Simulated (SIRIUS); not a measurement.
Runs of SIRIUS 7.10.0 on C. The typed cell holds 4 atoms: a = 2.456 Å, b = 3.635 Å, c = 4.254 Å, α = 101.25°, β = 90.00°, γ = 109.74°. This is a stacking variant of graphite.

```csv
level,libxc names,gap on the mesh (eV),pressure (GPa),largest force (eV/Å)
PBE,"["XC_GGA_X_PBE", "XC_GGA_C_PBE"]",0.74,4.3,1.54
PW91,"["XC_GGA_X_PW91", "XC_GGA_C_PW91"]",(a),4.5,1.54
RGE2,"["XC_GGA_X_RGE2", "XC_GGA_C_RGE2"]",0.74,2.4,1.55
LDA,"["XC_LDA_X", "XC_LDA_C_PW"]",0.78,(b),1.54
HLE16,["XC_GGA_XC_HLE16"],0.56,-50.3,1.92
```

Alike in all rows: task single point; potentials or basis PseudoDojo 0.4.1 PBE standard (scalar relativistic); no spin polarisation; cell as given; k mesh 6 × 4 × 4; cutoff (eV) 1127; smearing fermi-dirac 0.05 eV; the mesh is coarse, so values aren't converged.

Problem. Fill in the values left out.

Solution. (a) 0.75; (b) 0.9.

Caveats: all runs use coarse meshes; the potentials were made for another functional, which shifts forces and pressure (some runs); forces of over 1 eV/Å show positions far from the minimum, so gaps and moduli don't describe the material at rest (some runs); the cell as given lies far from equilibrium (some runs); the potentials were made for a functional far from this one (some runs).

A k mesh can miss the band edges.
